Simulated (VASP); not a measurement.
# Nb (Im-3m) in VASP: further runs, part 2 of 2

VASP 6.6.1.

## 3. Band structure, PBE

This run uses another cell than the first one, of 18.08 Å³/atom, 1.057 times its volume.

File INCAR:

```
PREC     = Accurate       # precision mode
ENCUT    = 520            # plane-wave cutoff, eV
EDIFF    = 1E-6           # SCF threshold, eV
ISMEAR   = 1              # smearing method
SIGMA    = 0.1            # smearing width, eV
LREAL    = F              # projectors in reciprocal space
LASPH    = T              # aspherical terms in the spheres
NELM     = 80             # most SCF steps
ALGO     = Fast           # electronic algorithm
ISIF     = 2              # what is computed and relaxed
LWAVE    = F              # write WAVECAR
LCHARG   = F              # write CHGCAR
LMAXMIX  = 4              # l up to which the mixer works
GGA      = PE             # functional
NBANDS   = 12             # bands
ICORELEVEL= 1
```

File KPOINTS:

```
regular mesh
0
Gamma
  16 16 16
```

File POSCAR:

```
Nb                                      
1.0
   -1.6533075005      1.6533075005      1.6533075005
    1.6533075005     -1.6533075005      1.6533075005
    1.6533075005      1.6533075005     -1.6533075005
  Nb            
     1
Direct
     0.0000000000000000    0.0000000000000000    0.0000000000000000
```

KPOINTS_OPT is that of step 2.

Potentials or basis: VASP PAW PBE potentials, release 64 (Nb_sv).

Launch:

```console
$ cat potpaw_PBE.64/Nb_sv/POTCAR > POTCAR
$ mpirun -np 1 vasp_std > vasp.out
```

OUTCAR:

```text
PREC = Accurate
   ENCUT = 520
   EDIFF = 1E-6
   ISMEAR = 1
   LREAL = F
   LASPH = T
   NELM = 80
   ISIF = 2
   GGA = PE

 ion  position               nearest neighbor table
   1  0.000  0.000  0.000-

  LATTYP: Found a body centered cubic cell.
 ALAT       =     3.3066150010

  Lattice vectors:

 A1 = (  -1.6533075005,   1.6533075005,   1.6533075005)
 A2 = (   1.6533075005,  -1.6533075005,   1.6533075005)
 A3 = (   1.6533075005,   1.6533075005,  -1.6533075005)

Analysis of symmetry for initial positions (statically):
=====================================================================
 Subroutine PRICEL returns:
 Original cell was already a primitive cell.

 Routine SETGRP: Setting up the symmetry group for a
 body centered cubic supercell.

 Subroutine GETGRP returns: Found 48 space group operations
 (whereof 48 operations were pure point group operations)
 out of a pool of 48 trial point group operations.

The static configuration has the point symmetry O_h .

Analysis of symmetry for dynamics (positions and initial velocities):
=====================================================================
 Subroutine PRICEL returns:
 Original cell was already a primitive cell.

 Routine SETGRP: Setting up the symmetry group for a
 body centered cubic supercell.

 Subroutine GETGRP returns: Found 48 space group operations
 (whereof 48 operations were pure point group operations)
 out of a pool of 48 trial point group operations.

The dynamic configuration has the point symmetry O_h .

 Subroutine INISYM returns: Found 48 space group operations
 (whereof 48 operations are pure point group operations),
 and found     1 'primitive' translations

----------------------------------------------------------------------------------------

                                     Primitive cell

  volume of cell :      18.0768

  direct lattice vectors                    reciprocal lattice vectors
    -1.653307500  1.653307500  1.653307500     0.000000000  0.302424080  0.302424080
     1.653307500 -1.653307500  1.653307500     0.302424080  0.000000000  0.302424080
     1.653307500  1.653307500 -1.653307500     0.302424080  0.302424080  0.000000000

  length of vectors
     2.863612591  2.863612591  2.863612591     0.427692236  0.427692236  0.427692236

  position of ions in fractional coordinates (direct lattice)
     0.000000000  0.000000000  0.000000000

  ion indices of the primitive-cell ions
   primitive index   ion index
                 1           1

----------------------------------------------------------------------------------------

 KPOINTS: regular mesh

Automatic generation of k-mesh.
 Grid dimensions read from file:
 generate k-points for:   16   16   16

 Generating k-lattice:

  Cartesian coordinates                     Fractional coordinates (reciprocal lattice)
     0.000000000  0.018901505  0.018901505     0.062500000  0.000000000  0.000000000
     0.018901505  0.000000000  0.018901505     0.000000000  0.062500000  0.000000000
     0.018901505  0.018901505  0.000000000     0.000000000  0.000000000  0.062500000

  Length of vectors
     0.026730765  0.026730765  0.026730765

  Shift w.r.t. Gamma in fractional coordinates (k-lattice)
     0.000000000  0.000000000  0.000000000

 Subroutine IBZKPT returns following result:
 ===========================================

 Found    145 irreducible k-points:

 Following reciprocal coordinates:
            Coordinates               Weight
  0.000000  0.000000  0.000000      1.000000
  0.062500  0.000000  0.000000     12.000000
  0.125000  0.000000  0.000000     12.000000
  0.187500  0.000000  0.000000     12.000000
  0.250000  0.000000  0.000000     12.000000
  0.312500  0.000000  0.000000     12.000000
[... 16 lines left out ...]
  0.187500  0.187500  0.000000     24.000000
  0.250000  0.187500  0.000000     48.000000
 [... further k-points ...]
   k-points           NKPTS =    145   k-points in BZ     NKDIM =    145   number of bands    NBANDS=     12
   number of dos      NEDOS =    301   number of ions     NIONS =      1
   total plane-waves  NPLWV =  13824
   dimension x,y,z NGX =    24 NGY =   24 NGZ =   24
   dimension x,y,z NGXF=    48 NGYF=   48 NGZF=   48
   ions per type =               1
   NGX,Y,Z   is equivalent  to a cutoff of  13.93, 13.93, 13.93 a.u.
   NGXF,Y,Z  is equivalent  to a cutoff of  27.87, 27.87, 27.87 a.u.
 SYSTEM =  unknown system
   PREC   = accura    normal or accurate (medium, high low for compatibility)
   ISTART =      0    job   : 0-new  1-cont  2-samecut
   ICHARG =      2    charge: 1-file 2-atom 10-const
   ISPIN  =      1    spin polarized calculation?
   LNONCOLLINEAR =      F non collinear calculations
   LSORBIT =      F    spin-orbit coupling
   LASPH  =      T    aspherical Exc in radial PAW
   ENCUT  =  520.0 eV  38.22 Ry    6.18 a.u.   5.32  5.32  5.32*2*pi/ulx,y,z
   NELM   =     80;   NELMIN=  2; NELMDL= -5     # of ELM steps
   EDIFF  = 0.1E-05   stopping-criterion for ELM
   LREAL  =      F    real-space projection
   EDIFFG = 0.1E-04   stopping-criterion for IOM
   NSW    =      0    number of steps for IOM
   IBRION =     -1    ionic relax: 0-MD 1-quasi-New 2-CG
   NFREE  =      0    steps in history (QN), initial steepest desc. (CG)
   ISIF   =      2    stress and relaxation
   ISYM   =      2    0-nonsym 1-usesym 2-fastsym
   POTIM  = 0.5000    time-step for ionic-motion
   TEBEG  =    0.0;   TEEND  =   0.0 temperature during run
   PSTRESS=    0.0 pullay stress
   NELECT =      13.0000    total number of electrons
   NUPDOWN=      -1.0000    fix difference up-down
   EMIN   =  10.00;   EMAX   =-10.00  energy-range for DOS
   EFERMI =   0.00;   METHOD = LEGACY
   ISMEAR =     1;   SIGMA  =   0.10  broadening in eV -4-tet -1-fermi 0-gaus
   EFERMI_NEDOS =   21; number of points for ismear=-14 and -15
   IALGO  =     68    algorithm
   IMIX   =      4    mixing-type and parameters
     AMIX     =   0.40;   BMIX     =  1.00
     AMIX_MAG =   1.60;   BMIX_MAG =  1.00
  volume/ion in A,a.u.               =      18.08       121.99
  Fermi-wavevector in a.u.,A,eV,Ry     =   1.466726  2.771710 29.270010  2.151285
  Thomas-Fermi vector in A             =   2.582429
   LORBIT       =      0    0 simple, 1 ext, 2 COOP (PROOUT), +10 PAW based schemes
   GGA     = PE    functional components
   LHFCALC =     F    Hartree Fock is set to
   AEXX    =    0.0000 exact exchange contribution
   IVDW    =     0    specifies the selected vdW correction
   LEPSILON=     F    determine dielectric tensor
   LRPA    =     F    only Hartree local field effects (RPA)
 non-spin polarized calculation
 RMM-DIIS sequential band-by-band and
 Methfessel and Paxton  Order N= 1 SIGMA  =   0.10
  energy-cutoff  :      520.00
  volume of cell :       18.08
 maximum number of plane-waves:       496
 NGX is ok and might be reduce to    24
   NGX = 11   NGY = 11   NGZ = 11

 number of electron      13.0000000 magnetization

 Free energy of the ion-electron system (eV)
  ---------------------------------------------------
  ext. energy  EPLUGINS =         0.00000000
  ---------------------------------------------------
  free energy    TOTEN  =       -10.21740146 eV

  energy without entropy =      -10.21672889  energy(sigma->0) =      -10.21717727

 the core state eigenenergies are
   1-  1s -18789.9341  2s  -2615.1327  2p  -2333.2370  3s   -423.6013  3p   -331.4869
       3d   -181.0080

 E-fermi :  11.1378     XC(G=0): -12.4808

 val. band max:       11.1333701049   @ k =  -0.3125   0.3125   0.0625
 cond. band min:      11.1427947196   @ k =  -0.1250   0.1875   0.0625
 fundamental gap:      0.0094246147
 Fermi energy:        11.1377644751

 k-point     1 :       0.0000    0.0000    0.0000
  band No.  band energies     occupation
      1     -43.2394      2.00000
      2     -18.5446      2.00000
      3     -18.5446      2.00000
      4     -18.5446      2.00000
      5       5.1896      2.00000
      6      11.4988     -0.00000
      7      11.4988     -0.00000
      8      11.4988     -0.00000
      9      14.3962      0.00000
     10      14.3962      0.00000
     11      25.3384      0.00000
     12      25.3384      0.00000
[... 271 lines left out ...]
 k-point    20 :       0.3125    0.1250    0.0000
  band No.  band energies     occupation
      1     -43.0223      2.00000
      2     -19.6731      2.00000

------------------------ aborting loop because EDIFF is reached ----------------------------------------

  FORCE on cell =-STRESS in cart. coord.  units (eV):
  Direction    XX          YY          ZZ          XY          YZ          ZX
  --------------------------------------------------------------------------------------
  -------------------------------------------------------------------------------------
  Total       -0.0019701     -0.0019701     -0.0019701      0.0000000      0.0000000      0.0000000
  in kB       -0.1746174     -0.1746174     -0.1746174      0.0000000      0.0000000      0.0000000
  external PRESSURE =      -0.1746174 kB  Pullay stress =       0.0000000 kB

 VOLUME and BASIS-vectors are now :
 -----------------------------------------------------------------------------
  energy-cutoff  :      520.00
  volume of cell :       18.08
      direct lattice vectors                 reciprocal lattice vectors
    -1.653307500  1.653307500  1.653307500     0.000000000  0.302424080  0.302424080
     1.653307500 -1.653307500  1.653307500     0.302424080  0.000000000  0.302424080
     1.653307500  1.653307500 -1.653307500     0.302424080  0.302424080  0.000000000

 POSITION                                       TOTAL-FORCE (eV/Angst)
 -----------------------------------------------------------------------------------
      0.00000      0.00000      0.00000         0.000000     -0.000000      0.000000
 -----------------------------------------------------------------------------------
    total drift:                                0.000000      0.000000     -0.000000

  FREE ENERGIE OF THE ION-ELECTRON SYSTEM (eV)
  ---------------------------------------------------
  free  energy   TOTEN  =       -10.2174014582 eV

  energy  without entropy=      -10.2167288864  energy(sigma->0) =      -10.21717727
```

Run time: 24 s. Hardware: 1 thread of Intel Xeon 6975P-C (Granite Rapids), shared host; peak memory 0.17 GiB.

What came out:

| Property | Result |
| --- | --- |
| Free energy | -10.2174 eV |
| Pressure | 0.0 GPa |
| Band gap along the path | none (metal or under the smearing width) |

Levels at the corners of the path, in eV from the Fermi level:
| point | band 2 | band 3 | band 4 | band 5 | band 6 | band 7 | band 8 | band 9 | band 10 | band 11 |
| --- | --- | --- | --- | --- | --- | --- | --- | --- | --- | --- |
| Γ | -29.68 | -29.68 | -29.68 | -5.95 | 0.36 | 0.36 | 0.36 | 3.26 | 3.26 | 14.20 |
| H | -30.60 | -30.60 | -30.60 | -3.71 | -3.71 | 5.57 | 5.57 | 5.57 | 9.04 | 9.04 |
| H | -30.60 | -30.60 | -30.60 | -3.71 | -3.71 | 5.57 | 5.57 | 5.57 | 9.04 | 9.04 |
| N | -31.02 | -30.11 | -29.70 | -3.72 | -1.65 | 2.26 | 3.29 | 3.97 | 6.34 | 11.60 |
| N | -31.02 | -30.11 | -29.70 | -3.72 | -1.65 | 2.26 | 3.29 | 3.97 | 6.34 | 11.60 |
| Γ | -29.68 | -29.68 | -29.68 | -5.95 | 0.36 | 0.36 | 0.36 | 3.26 | 3.26 | 14.20 |
| Γ | -29.68 | -29.68 | -29.68 | -5.95 | 0.36 | 0.36 | 0.36 | 3.26 | 3.26 | 14.20 |
| P | -30.36 | -30.36 | -30.36 | -1.10 | -1.10 | -1.10 | 4.10 | 4.10 | 9.36 | 11.88 |
| P | -30.36 | -30.36 | -30.36 | -1.10 | -1.10 | -1.10 | 4.10 | 4.10 | 9.36 | 11.88 |
| H | -30.60 | -30.60 | -30.60 | -3.71 | -3.71 | 5.57 | 5.57 | 5.57 | 9.04 | 9.04 |
| P | -30.36 | -30.36 | -30.36 | -1.10 | -1.10 | -1.10 | 4.10 | 4.10 | 9.36 | 11.88 |
| N | -31.02 | -30.11 | -29.70 | -3.72 | -1.65 | 2.26 | 3.29 | 3.97 | 6.34 | 11.60 |

Core levels (eV, on the scale of the bands):
| atom | levels |
| --- | --- |
| 1 Nb | 1s -18789.9, 2s -2615.1, 2p -2333.2, 3s -423.6, 3p -331.5, 3d -181.0 |
